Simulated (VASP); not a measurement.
Write the native input for VASP 6.6.1 that does the following.

```yaml
Task: single point
Functional: r2SCAN
Dispersion: D3(BJ)
Potentials_or_basis: VASP PAW PBE potentials, release 64 (O, H, F)
Cutoff: 520 eV
k_mesh: 1 × 1 × 1
Occupations: fermi-dirac, width 0.05 eV
Spin: no spin polarisation
Dipole_correction: no
Further_INCAR_settings: LREAL = Auto; ALGO = Normal; EDIFF = 1e-07; NBANDS = 55
```

H17O8F:

```
O H F
1.0
     6.49507    0.00000    0.00000
     0.00000    6.49507    0.00000
     0.00000    0.00000    6.49507
O H F
8 17 1
Direct
  0.96292 0.70327 0.59687
  0.66677 0.39889 0.43975
  0.08069 0.80593 0.02603
  0.86640 0.17304 0.95382
  0.14948 0.29238 0.64614
  0.59394 0.50386 0.86141
  0.33327 0.70992 0.34893
  0.18414 0.19704 0.24463
  0.87719 0.81085 0.53334
  0.91416 0.57145 0.54591
  0.55037 0.46009 0.37082
  0.66119 0.25005 0.41605
  0.95218 0.88361 0.03320
  0.11498 0.75710 0.88449
  0.96281 0.18265 0.82535
  0.75602 0.26597 0.91723
  0.15817 0.24068 0.50121
  0.26979 0.24278 0.73471
  0.69096 0.61374 0.86019
  0.59907 0.44803 0.71981
  0.26406 0.75000 0.21947
  0.19276 0.69296 0.43524
  0.04913 0.20573 0.17664
  0.21078 0.06876 0.17592
  0.51123 0.87794 0.36600
  0.63850 0.95659 0.40609
```

The cell was built by a generator and needn't be a form met in nature.

These files were run (other wordings do the same):

POSCAR

```
H17O8F
1.0
    6.4950650000      0.0000000000      0.0000000000
    0.0000000000      6.4950650000      0.0000000000
    0.0000000000      0.0000000000      6.4950650000
O H F
8 17 1
Direct
    0.9629156906      0.7032724076      0.5968685456
    0.6667677691      0.3988874630      0.4397492558
    0.0806920331      0.8059349675      1.0260251437
    0.8663962562      0.1730390689      0.9538164745
    0.1494827227      0.2923758269      0.6461367207
    0.5939432477      0.5038594687      0.8614078535
    0.3332684122      0.7099236112      0.3489264542
    0.1841398046      0.1970419080      0.2446318859
    0.8771890659      0.8108463888      0.5333433923
    0.9141555935      0.5714492465      0.5459067769
    0.5503717053      0.4600877743      0.3708199995
    0.6611943068      0.2500513852      0.4160543428
   -0.0478209225      0.8836093249      1.0331998217
    0.1149796037      0.7570978889      0.8844869143
    0.9628079165      0.1826463630      0.8253497078
    0.7560201476      0.2659711643      0.9172348545
    0.1581662385      0.2406750356      0.5012113043
    0.2697894478      0.2427843293      0.7347116619
    0.6909553638      0.6137428956      0.8601915454
    0.5990702172      0.4480324677      0.7198080389
    0.2640620225      0.7500001925      0.2194743240
    0.1927617353      0.6929568834      0.4352381385
    0.0491296084      0.2057254238      0.1766418042
    0.2107754118      0.0687598969      0.1759181779
    0.5112342987      0.8779434848      0.3660009561
    0.6385001536      0.9565878094      0.4060929336
```

INCAR.step1

```
ALGO     = Normal         # electronic algorithm
EDIFF    = 1E-4           # SCF threshold, eV
ENCUT    = 520            # plane-wave cutoff, eV
GGA      = PE             # functional
ISMEAR   = -1             # smearing method
LASPH    = T              # aspherical terms in the spheres
LCHARG   = F              # write CHGCAR
LREAL    = Auto         
LWAVE    = T              # write WAVECAR
NBANDS   = 55             # bands
NELM     = 100            # most SCF steps
PREC     = Accurate       # precision mode
SIGMA    = 0.05           # smearing width, eV
```

INCAR.step2

```
ALGO     = Normal         # electronic algorithm
EDIFF    = 1E-7           # SCF threshold, eV
ENCUT    = 520            # plane-wave cutoff, eV
ISIF     = 2              # what is computed and relaxed
ISMEAR   = -1             # smearing method
ISTART   = 1            
IVDW     = 12             # dispersion correction
LASPH    = T              # aspherical terms in the spheres
LCHARG   = F              # write CHGCAR
LMIXTAU  = T            
LREAL    = Auto         
LWAVE    = F              # write WAVECAR
METAGGA  = R2SCAN         # meta-GGA
NBANDS   = 55             # bands
NELM     = 100            # most SCF steps
PREC     = Accurate       # precision mode
SIGMA    = 0.05           # smearing width, eV
VDW_A1   = 0.49484001   
VDW_A2   = 5.73083694   
VDW_S6   = 1.0          
VDW_S8   = 0.78981345
```

KPOINTS

```
k-points
0
Gamma
  1 1 1
```

Potentials or basis: VASP PAW PBE potentials, release 64 (O, H, F).

Run with:

```console
$ cat potpaw_PBE.64/O/POTCAR potpaw_PBE.64/H/POTCAR potpaw_PBE.64/F/POTCAR > POTCAR
$ cp INCAR.step1 INCAR
$ mpirun -np 1 vasp_gam > vasp.out
$ cp INCAR.step2 INCAR
$ mpirun -np 1 vasp_gam > vasp.out
```

It gave:

```json
{
  "Pressure": "-3.3 GPa",
  "Largest force": "2.701 eV/Å",
  "Band gap on the k mesh": "5.34 eV, direct",
  "Dispersion energy per atom": "-0.016 eV"
}
```

Caveat: the PAW data sets were made with another functional, which shifts forces and pressure a little.

It took 81 s on 1 thread of Intel(R) Xeon(R) 6975P-C (Granite Rapids), with other jobs on the host, peak memory 0.33 GiB.
